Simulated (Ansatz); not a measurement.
Run record: elastic constants by finite strains of MgTe (F-43m)

Method: PBEsol, PAW on Ansatz 0.2.0's default frozen-core files (fitted under PBE), scalar-relativistic.

The cell comes from a PAW relaxation under the same functional.

The structure is one entry of a database and needn't be the stable phase.

Command line:

```sh
ansatz run input.yaml --threads 1 --pin off --max-ram 2560MiB --backend cpu --events-out ev --progress --plain --runs-dir out
```

input.yaml:

```yaml
crystal:
  lattice:
    - [0.0, 3.21941172949, 3.21941172949]
    - [3.21941172949, 0.0, 3.21941172949]
    - [3.21941172949, 3.21941172949, 0.0]
  atoms:
    - { symbol: Mg, position: [0.0, 0.0, 0.0] }
    - { symbol: Te, position: [0.25, 0.25, 0.25] }
kpoints:
  mp_grid: { grid: [6, 6, 6] }
scf:
  occupations: { method: fixed }
hamiltonian:
  xc: pbesol
  pseudopotentials: { kind: paw }
elastic:
  mode: relaxed_ion
  stencil: two_point
  amplitude: 0.008
```

The program printed:

```
Warning: RAYON_NUM_THREADS=1 ignored (pool sized by the plan → 1); use --threads N
Engine: ansatz 0.2.0, aarch64-unknown-linux-gnu
Pseudopotentials: kind: paw
Pseudopotential: Mg, paw, valence charge 10, recommended cutoff 420 eV (normal), Mg.paw.azcp
Pseudopotential: Te, paw, valence charge 16, recommended cutoff 420 eV (normal), Te.paw.azcp
Functional definition: PBEsol
  exchange = pbesol_x
  correlation = pbesol_c
Crystal: 2 atoms, lattice volume = 66.736 Å³
Basis set: ecut = 420 eV, 1291 PW (Γ), exchange–correlation on 64×64×64 points (8 copies of the dense FFT grid, shifted against one another)
Bands: 17, of which v1, the nominal top of the filled ones, is band 13 counted from 1 (12 counted from 0)
Symmetry: 24 space group operations
Space group: F-43m (ITA 216), of the structure as read, at distance tolerance 4.1e-5 Å
k-points: 16 of 216 (time reversal used)
Non-local potential: Mg, projectors of the file, l = 0: 3, l = 1: 2, l = 2: 1
Non-local potential: Te, projectors of the file, l = 0: 2, l = 1: 2, l = 2: 2, l = 3: 2
PAW form: soft (Blöchl's): semilocal exchange-correlation on the pseudo side does not see the compensation charge
[... 170 lines left out ...]
        45.558     31.584     31.584      0.000      0.000      0.000
        31.584     45.558     31.584      0.000     -0.000      0.000
        31.584     31.584     45.558      0.000      0.000     -0.000
         0.000      0.000      0.000     16.512      0.000      0.000
         0.000     -0.000      0.000     -0.000     16.512      0.000
        -0.000      0.000      0.000      0.000      0.000     16.512
  reference stress σ⁰ (GPa):     -0.007     -0.007     -0.007     -0.000      0.000      0.000
  C* (energy form; C + prestress term) asymmetry max|C*_kj − C*_jk| = 1.421e-14 GPa — a small one proves nothing (zero by symmetry where the batch's group is 432, −43m or m−3m); a large one is finite-difference/SCF noise where ...
  moduli (Voigt/Reuss/Hill, GPa): K = 36.24/36.24/36.24   G = 12.70/10.69/11.69   E = 31.67   ν = 0.354
  mechanically stable: yes (min eigenvalue of sym C = 13.97 GPa)
  strain η (Voigt 11):  stress-route row diagonal C_11 = 45.56 GPa, energy-path curvature d²(F+E_count+ΔE)/dδ²/Ω₀ = 45.58 GPa
         δ    σ_11 (GPa)             F (eV)   n_scf  n_hpsi   n_pw
    -8.000e-3      -0.3729       -8815.2114248       8    9583   1307   relax 0 steps, max|allowed force component| 9.64e-17 eV/Å
     8.000e-3       0.3560       -8815.2114719       7    8114   1355   relax 0 steps, max|allowed force component| 2.67e-17 eV/Å
  strain η (Voigt 23):  stress-route row diagonal C_44 = 16.51 GPa, energy-path curvature d²(F+E_count+ΔE)/dδ²/Ω₀ = 16.52 GPa
         δ    σ_23 (GPa)             F (eV)   n_scf  n_hpsi   n_pw
    -8.000e-3      -0.1321       -8815.2118374       9   14022   1321   relax 3 steps, max|allowed force component| 4.48e-6 eV/Å
     8.000e-3       0.1321       -8815.2118374       9   14318   1321   relax 2 steps, max|allowed force component| 1.51e-5 eV/Å
```

The run converged.

**Elastic constants**

Elastic constants of a crystal by Kohn-Sham DFT: slopes of the stress over finite engineering strains of the given cell, Voigt indices, Cartesian axes as in the input.

```json
{
  "Pressure at rest": "0.007 GPa",
  "Least elastic eigenvalue": "13.97 GPa",
  "Elastically stable": "yes"
}
```

```
index  elastic (GPa)
   11          45.56
   12          31.58
   44          16.51
```

Elastic moduli:

Hill averages of a grain aggregate, Debye temperature from the mean sound speed over directions.

```json
{
 "Bulk modulus": "36.24 GPa",
 "Shear modulus": "11.69 GPa",
 "Young modulus": "31.67 GPa",
 "Poisson ratio": "0.3543",
 "Bulk over shear modulus": "3.099",
 "Elastic anisotropy index": "0.9437",
 "Least young modulus": "19.7 GPa",
 "Largest young modulus": "43.01 GPa",
 "Longitudinal sound speed": "3703 m/s",
 "Transverse sound speed": "1759 m/s",
 "Elastic debye temperature": "181.1 K",
 "Linear compressibility (x, y, z)": "9.197, 9.197, 9.197 1/TPa",
 "Zener ratio": "2.363",
 "Cauchy pressure": "15.07 GPa"
}
```

### Strained cells

Stress of each strained cell less that at rest, tension positive.

| strain component | strain | stress xx (GPa) | stress yy (GPa) | stress zz (GPa) | stress yz (GPa) | stress xz (GPa) | stress xy (GPa) | relaxation steps |
| --- | --- | --- | --- | --- | --- | --- | --- | --- |
| xx | -0.008 | -0.3662 | -0.259 | -0.259 | 0 | 0 | 0 | 0 |
| xx | 0.008 | 0.3627 | 0.2463 | 0.2463 | 0 | 0 | 0 | 0 |
| yz | -0.008 | 0.0013 | 0 | 0 | -0.1321 | 0 | 0 | 3 |
| yz | 0.008 | 0.0013 | 0 | 0 | 0.1321 | 0 | 0 | 2 |

Limits of these numbers: frozen-core PAW files fitted under PBE, their cores solved anew for the functional of the run; constants at zero field, no piezoelectric stiffening; this zinc-blende form is metastable at ambient conditions.

Time and hardware: 39 s on 1 thread of Arm Neoverse V1, with other jobs on the host, peak memory 0.37 GiB.
